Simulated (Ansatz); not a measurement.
Here is an Ansatz 0.2.0 calculation.

Contents of input.yaml:

```yaml
crystal:
  lattice:
    - [0.0, 2.0970013927, 2.0970013927]
    - [2.0970013927, 0.0, 2.0970013927]
    - [2.0970013927, 2.0970013927, 0.0]
  atoms:
    - { symbol: Mg, position: [0.0, 0.0, 0.0] }
    - { symbol: O, position: [0.5, 0.5, 0.5] }
hamiltonian:
  xc: pbe
  pseudopotentials: { kind: paw }
kpoints:
  mp_grid: { grid: [11, 11, 11] }
scf:
  occupations: { method: fixed }
output:
  eigenvalues: true
dielectric:
  method: response
```

Potentials or basis: Ansatz PAW.

Command:

```sh
$ ansatz run input.yaml --threads 2 --pin off --max-ram 5632MiB --backend cpu --events-out ev --progress --plain --runs-dir out
```

(1) Predict the electronic dielectric tensor (diagonal).

(2) Estimate the Born charges (mean of the diagonal).

(3) What does it give for the band gap on the k mesh?

## Answers

(1) 3.19.

(2) Mg +1.98; O -1.98 e.

(3) 4.87 eV, direct.

Caveat: odd divisions of the mesh miss points on the zone boundary, where band edges often lie, so the gap on the mesh can be too wide.

**Measured values to compare with.**

“Electronic structure of alkaline earth and post-transition metal oxides”, 2009, arxiv:0908.1581 quotes, for a bulk crystal of MgO: band gap 7.83 eV.

“Infrared Optical Properties of Ferropericlase (Mg1-xFexO): Experiment and Theory”, 2007, arxiv:0704.2267 reports, for a bulk crystal of MgO at 295 K: high-frequency dielectric constant 2.95 ± 0.1.

A measured gap of MgO is 7.83 eV (quoted in “Electronic structure of alkaline earth and post-transition metal oxides”, 2009, arxiv:0908.1581); the calculated 4.87 eV misses it by -2.96 eV. The value is that of PBE, without temperature or zero-point motion. Semilocal functionals fall short of measured gaps as a rule. The cell is a database's relaxed one, not the measured one, which moves gaps too. Measured high-frequency dielectric constant of MgO: 2.95 (295 K; “Infrared Optical Properties of Ferropericlase (Mg1-xFexO): Experiment and Theory”, 2007, arxiv:0704.2267). This calculation gives 3.19 (+8.1 %).
